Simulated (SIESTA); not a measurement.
Nb:

```xyz
1
Lattice="-1.6640 1.6640 1.6640 1.6640 -1.6640 1.6640 1.6640 1.6640 -1.6640" Properties=species:S:1:pos:R:3 pbc="T T T"
Nb    0.0000    0.0000    0.0000
```

```yaml
Program: SIESTA 5.4.2
Task: relaxation of cell and atoms
Functional: PBEGcGxHEG
Potentials_or_basis: SG15 1.2 (PBE files) or PseudoDojo by element
Basis: TZDP (energy shift 0.002 Ry)
Grid_cutoff: 800 Ry
Energy_shift: 0.002 Ry
k_mesh: 8 × 8 × 8
Occupations: fermi-dirac, width 0.05 eV
Spin: no spin polarisation
```

At the start: pressure -8.2 GPa; volume 18.43 Å³/atom.

Task: How do energy, volume and symmetry change on relaxing?

Result: Over 6 steps the energy falls by 21.9 meV/atom and the volume is 17.61 Å³/atom (-4.5 %); space group Im-3m (No. 229, to 0.05 Å).

The path:
```
step  energy change (eV)  largest force (eV/Å)  pressure (GPa)  volume (Å³)
   1              0.0000                0.0000           -8.22        18.43
   2             -0.0022                0.0000           -7.84        18.39
   3             -0.0218                0.0000            0.60        17.55
   4             -0.0219                0.0000           -0.18        17.62
   5             -0.0219                0.0000            0.06        17.60
   6             -0.0219                0.0000           -0.02        17.61
```

Final structure:
```
Nb
1.0
    -1.63881    1.63880    1.63880
     1.63880   -1.63881    1.63880
     1.63880    1.63880   -1.63881
Nb
1
Direct
  0.00000 0.00000 0.00000
```

Caveat: semicore shells carry a single zeta, which can move pressures by several GPa and volumes by a few percent; the potentials were made for another functional, which shifts forces and pressure; the basis of atomic orbitals isn't converged, which shifts pressures, moduli and gaps.
